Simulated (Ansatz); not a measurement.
# Rh (P6_3/mmc) in Ansatz: single point with PBEsol

Aim: the single point of Rh with PBEsol.

Everything below comes from runs of Ansatz 0.2.0. Logs are shortened: lines on timing, memory, paths and dates and some standing lists are left out, and cuts for length are marked.

## (1) The undisturbed crystal

Symmetry: P6_3/mmc, No. 194, hexagonal system. The conventional cell has a = 2.731 Å, b = 2.731 Å, c = 4.428 Å, α = 90.00°, β = 90.00°, γ = 120.00°. Around Rh (site symmetry -6m2) lie 12 Rh at 2.72 to 2.73 Å.

This isn't the form of Rh at room conditions, which is fcc.

## (2) Single point, PBEsol (strain_shear_xy = 0)

File input.yaml:

```yaml
crystal:
  lattice:
    - [2.7309790422, 0.0, 0.0]
    - [-1.3654895211, 2.3650972278, 0.0]
    - [0.0, 0.0, 4.428489]
  atoms:
    - { symbol: Rh, position: [0.3333333333, 0.6666666667, 0.25] }
    - { symbol: Rh, position: [0.6666666667, 0.3333333333, 0.75] }
kpoints:
  mp_grid: { grid: [11, 11, 6] }
scf:
  occupations: { method: fermi_dirac, width: 0.05 }
hamiltonian:
  xc: pbesol
  pseudopotentials: { kind: all_electron, lapw: { basis_error: 0.001 } }
output:
  forces: true
  stress: true
  eigenvalues: true
```

Potentials or basis: all-electron LAPW, scalar-relativistic.

Run with:

```console
ansatz run input.yaml --threads 1 --pin off --max-ram 3072MiB --backend cpu --events-out ev --progress --plain --runs-dir out
```

What it wrote:

```text
Warning: RAYON_NUM_THREADS=1 ignored (pool sized by the plan → 1); use --threads N
LAPW: plane waves up to 8.422 Å⁻¹, error target 1.0e-3 eV per atom; small_component_spin mean_spin; Rh in spheres of 1.359 Å, 27 of its electrons in bands, Dirac shells [] (how accurate: hamiltonian.pseudopotentials.lapw.basis_error, Limitations)
Engine: ansatz 0.2.0, aarch64-unknown-linux-gnu
Pseudopotentials: kind: all_electron
Pseudopotential: Rh, LAPW, valence charge 27, lapw/all_electron/scalar/gaussian/Rh, Koelling and Harmon's equation, gaussian nucleus
Functional definition: PBEsol
  exchange = pbesol_x
  correlation = pbesol_c
Crystal: 2 atoms, lattice volume = 28.604 Å³
Basis set: ecut = 270.2460231563744 eV, 287 PW (Γ), exchange–correlation at level 2
Bands: 33, of which v1, the nominal top of the filled ones, is band 27 counted from 1 (26 counted from 0)
Symmetry: 24 space group operations
Space group: P63/mmc (ITA 194), of the structure as read, at distance tolerance 3.1e-5 Å
k-points: 64 of 726
Non-local potential: Rh, projectors of the file, none
Initial density: superposition of atomic densities (chi_scale 0.1, normalization cell)
Initial wavefunctions: plane waves of lowest kinetic energy (no species holds an atomic orbital)
Functional: x = pbesol(κ = 0.804, μ = 0.12345679012345678), c = pbesol(β = 0.046)
iter 1 solved again at ethr=3.86e-4 eV; its pass at ethr=1.00e-1 eV (dr2=2.08e-1 eV) is discarded
SCF iter   1: F=—  HF=-260247.268660 eV  |F-HF|=—  |Δ(HF+E_count)|=         —  Δρ=3.85e-2  dr2=2.10e-1  ethr=3.86e-4  ⟨swp⟩=2.9  Hψ=13696  notcnv=0
preconditioner: auto → Kerker (q_TF=auto, 3.033 Å⁻¹)  [metal: Δε(μ)=0.002 eV  Ē_g=10.072 eV  σ=0.050 eV  W_gap=0.01  n_scr=22 (ndim 8)  ℏωp=29.5 eV  f_vac=0.000  D(μ)=3.84/eV (n_scr^D=54)]
iter 2 solved again at ethr=1.26e-5 eV; its pass at ethr=3.86e-4 eV (dr2=6.81e-3 eV) is discarded
SCF iter   2: F=—  HF=-260246.310725 eV  |F-HF|=—  |Δ(HF+E_count)|=   9.58e-1  Δρ=5.40e-3  dr2=6.81e-3  ethr=1.26e-5  ⟨swp⟩=2.0  Hψ=10968  notcnv=0
SCF iter   3: F=—  HF=-260246.206223 eV  |F-HF|=—  |Δ(HF+E_count)|=   1.05e-1  Δρ=8.48e-3  dr2=1.42e-2  ethr=1.26e-5  ⟨swp⟩=2.9  Hψ=6503  notcnv=0
SCF iter   4: F=—  HF=-260246.200017 eV  |F-HF|=—  |Δ(HF+E_count)|=   6.21e-3  Δρ=3.27e-3  dr2=2.83e-3  ethr=1.26e-5  ⟨swp⟩=2.0  Hψ=6146  notcnv=0
SCF iter   5: F=—  HF=-260246.200261 eV  |F-HF|=—  |Δ(HF+E_count)|=   2.44e-4  Δρ=9.17e-4  dr2=2.51e-4  ethr=5.24e-6  ⟨swp⟩=2.0  Hψ=6029  notcnv=0
SCF iter   6: F=—  HF=-260246.200271 eV  |F-HF|=—  |Δ(HF+E_count)|=   9.76e-6  Δρ=1.57e-4  dr2=5.54e-6  ethr=4.64e-7  ⟨swp⟩=2.0  Hψ=6158  notcnv=0
SCF iter   7: F=—  HF=-260246.200269 eV  |F-HF|=—  |Δ(HF+E_count)|=   1.33e-6  Δρ=2.92e-5  dr2=2.47e-7  ethr=1.03e-8  ⟨swp⟩=2.0  Hψ=6158  notcnv=0
SCF iter   8: F=-260246.200269 eV  HF=-260246.200269 eV  |F-HF|=5.03e-8  |Δ(HF+E_count)|=   1.02e-7  Δρ=9.54e-6  dr2=2.86e-8  ethr=4.57e-10  ⟨swp⟩=2.0  Hψ=6158  notcnv=0
SCF 1 converged in 8 iterations: F = -260246.200269 eV  dr2 = 2.86e-8
SCF converged after 8 iterations
Free energy (F): -260246.200269 eV
Harris-Foulkes:  -260246.200269 eV  (|F-HF|=5.03e-8)
Internal energy: -260246.170183 eV  (E = F + TS)
E sigma→0 (E₀):  -260246.185226 eV
Entropy (-TS):   -0.030086 eV (-15.043 meV/atom)
Fermi energy:    23.316395 eV
--- Per-component energies (eV) ---
  E_band       = -5608.258234
  E_kinetic    = 271076.916984
  E_xc         = -7429.526077
  E_electrostatic = -523893.561091  (all electrons and nuclei)
  E_smearing   = -0.030086  (= −TS)
  E_closure    = 0.000000  (closes the sum)
  E_atoms      = -260230.056130  (free atoms, spherical and without spin; not in F)
  Σ components = -260246.200269   (vs F -260246.200269, Δ=0.00e0)
  Basis errors (estimates in eV, not in F): energy 2.0e-4 per atom: plane waves 1.9e-4 (9.6e-5 summed), levels above the bands 2.2e-94, relativity 2.6e-8, radial functions 1.1e-5, core shells 2.3e-7; eigenvalues (radial functions only) 4.0e-6; not estimated: angular momenta, meshes, grids; target (lapw.basis_error) 1.0e-3; muffin-tin radii Rh 1.359 Å
--- Forces (eV/Å), atoms counted from 1 ---
  atom   1  Rh     0.00000000    -0.00000000     0.00000000
  atom   2  Rh    -0.00000000     0.00000000    -0.00000000
  max |Σ_I F_I| component: 4.63e-18 eV/Å
--- Stress (GPa, compression-positive) ---
      -13.205798       0.000000      -0.000000
        0.000000     -13.205798      -0.000000
       -0.000000      -0.000000     -14.608698
  P = ⅓ Tr σ = -13.6734 GPa (-136.734 kbar)
--- Band table (eV; the first three rows and the last of 64) ---
  k-point 0: bands = ["-273.6262", "-273.6262", "-273.6180", "-273.6180", "-273.6180", "-273.6180", "-273.6136", "-273.6136", "-273.6136", "-273.6136", "-55.4461", "-55.3475", "-23.6402", "-23.0667", "-23.0667", "-22.9839", "-22.9731", "-22.9731", "15.4700", "17.3926", "20.3663", "20.4543", "20.4543", "20.9444", "20.9444", "21.5363", "21.5363", "23.4591", "23.4591", "23.9829", "31.4791", "38.9866", "41.0610"]
  k-point 1: bands = ["-273.6262", "-273.6262", "-273.6180", "-273.6180", "-273.6180", "-273.6180", "-273.6136", "-273.6136", "-273.6136", "-273.6136", "-55.4395", "-55.3541", "-23.5974", "-23.0604", "-23.0604", "-23.0291", "-22.9794", "-22.9794", "15.7399", "17.4552", "20.2655", "20.3585", "20.3585", "20.8279", "20.8279", "21.8066", "21.8066", "23.0308", "23.4379", "23.4379", "32.7808", "38.5598", "41.0448"]
  k-point 2: bands = ["-273.6262", "-273.6262", "-273.6180", "-273.6180", "-273.6180", "-273.6180", "-273.6136", "-273.6136", "-273.6136", "-273.6136", "-55.4216", "-55.3723", "-23.4798", "-23.1517", "-23.0434", "-23.0434", "-22.9966", "-22.9966", "16.4647", "17.5412", "20.0765", "20.2773", "20.2773", "20.5756", "20.5756", "21.3467", "22.3610", "22.3610", "23.2884", "23.2884", "35.5000", "38.1833", "40.0331"]
  k-point 63: bands = ["-273.6262", "-273.6262", "-273.6180", "-273.6180", "-273.6180", "-273.6180", "-273.6136", "-273.6136", "-273.6136", "-273.6136", "-55.3282", "-55.3282", "-23.5074", "-23.5074", "-23.3358", "-23.3358", "-23.1017", "-23.1017", "18.5605", "18.5605", "19.3328", "19.3328", "20.3285", "20.3285", "21.6542", "21.6542", "23.5589", "23.5589", "29.8863", "29.8863", "32.6167", "32.6167", "33.9775"]
```

It took 18 s on 1 thread of Arm Neoverse V2, shared host; peak memory 0.36 GiB.

Results:

- Free energy: -260246.2003 eV
- Pressure: -13.7 GPa
- Band gap on the k mesh: none (metal or under the smearing width)

Stress tensor (GPa, compression positive):
```
-13.21   0.00   0.00
  0.00 -13.21   0.00
  0.00   0.00 -14.61
```
